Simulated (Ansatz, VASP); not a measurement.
**Two plane-wave programs on TiH**

```
Ti H
1.0
     0.00000    2.05162    2.05162
     2.14743    0.00000    2.05162
     2.14743    2.05162    0.00000
Ti H
1 1
Direct
  0.99981 0.00019 0.00019
  0.50907 0.49093 0.49093
```

Change from the starting cell: mode 4 frozen in at -0.037 Å, normal strain along x +0.0467.

Alike in both runs: task single point; functional LDA; k mesh 18 × 18 × 18; occupations gaussian, width 0.15 eV; no spin polarisation.

|  | VASP | Ansatz |
| --- | --- | --- |
| version | VASP 6.6.1 | Ansatz 0.2.0 |
| potentials or method | VASP PAW LDA potentials, release 64 (Ti_sv, H) | scalar-relativistic, plane waves, PAW |
| plane-wave cutoff (eV) | 520 | 520 |
| valence electrons in the cell | 13 | 13 |

```tsv
	VASP	Ansatz	Ansatz less VASP
gap on the k mesh at the Fermi level (eV)	none	none	-
pressure (GPa)	-6.5	-6.7	-0.14
largest component of the traceless stress (GPa)	0.63	0.64	+0.006
rms of the force components (eV/Å)	0.031	0.030	-0.0005
```

Atom by atom the forces differ by 0.000 eV/Å (rms over components). A gap of «none» marks a metal or a gap that the smearing closes.
